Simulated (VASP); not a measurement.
Set up this calculation in VASP 6.6.1, as the native input.

| Item | Value |
| --- | --- |
| Task | single point |
| Functional | BLYP |
| Potentials or basis | VASP PAW PBE potentials, release 64 (Ir) |
| Cutoff | 520 eV |
| k mesh | 15 × 15 × 8 |
| Occupations | fermi-dirac, width 0.1 eV |
| Spin | no spin polarisation |
| Dipole correction | no |
| Further INCAR settings | ALGO = Normal; EDIFF = 1e-06; NBANDS = 16 |

The structure of Ir lies in POSCAR:

```
Ir
1.0
    2.8332838846      0.0000000000      0.0000000000
   -1.4166419423      2.4536958202      0.0000000000
    0.0000000000      0.0000000000      4.5891589733
Ir
2
Direct
    0.3333333333      0.6666666667      0.2500000000
    0.6666666667      0.3333333333      0.7500000000
```

This isn't the form of Ir at room conditions, which is fcc.

One way to write it, as run:

INCAR

```
SYSTEM = Ir
  PREC = Accurate
  ENCUT = 520
  EDIFF = 1E-6
  ISMEAR = -1
  SIGMA = 0.1
  LREAL = .FALSE.
  LASPH = .TRUE.
  NELM = 100
  ALGO = Normal
  ISIF = 2
  LWAVE = .FALSE.
  LCHARG = .FALSE.
  GGA = B5
  ALDAX = 1.0
  AGGAX = 1.0
  AGGAC = 1.0
  ALDAC = 0.0
  NBANDS = 16
```

KPOINTS

```
Automatic mesh
0
G
  15 15 8
  0 0 0
```

Potentials or basis: VASP PAW PBE potentials, release 64 (Ir).

The run is started by

```bash
$ cat potpaw_PBE.64/Ir/POTCAR > POTCAR
$ mpirun -np 1 vasp_std > vasp.out
```

It gave:

The pressure is -8.3 GPa and the band gap on the k mesh is none (metal or under the smearing width).

Caveat: the PAW data sets were made with another functional, which shifts forces and pressure a little.

Wall time 91 s on 1 thread of AMD EPYC 7R13 Processor (Zen 3), with other jobs on the host, peak memory 0.16 GiB.
